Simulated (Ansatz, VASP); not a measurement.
## Hf in VASP and in Ansatz

```
Hf
1.0
    -1.73538    1.78809    1.84034
     1.76840   -1.76106    1.84632
     1.78180    1.80748   -1.81331
Hf
1
Cartesian
  -0.0019 -0.0364 -0.0241
```

Change from the starting cell: cell strained at random at fixed volume.

Alike in both runs: task single point; functional PBE; k mesh 10 × 10 × 10; occupations fermi-dirac, width 0.05 eV; no spin polarisation.

|  | VASP | Ansatz |
| --- | --- | --- |
| version | VASP 6.6.1 | Ansatz 0.2.0 |
| potentials or method | VASP PAW PBE potentials, release 64 (Hf_pv) | Ansatz PAW |
| plane-wave cutoff (eV) | 520 | 420 |
| valence electrons in the cell | 10 | 26 |

Ansatz gave:

```
gap on the k mesh at the Fermi level (eV)       : none
pressure (GPa)                                  : -4.8
largest component of the traceless stress (GPa) : 1.20
```

Problem. What did VASP give for the same quantities?

Solution. gap on the k mesh at the Fermi level (eV): none; pressure (GPa): -5.2; largest component of the traceless stress (GPa): 1.19.

A gap of «none» marks a metal or a gap that the smearing closes. The functional is the same, so the differences come from potentials, cutoffs and numerics. The two sets of potentials don't hold the same shells in valence.

The runs have no spin-orbit coupling, so splittings on Hf are missing.
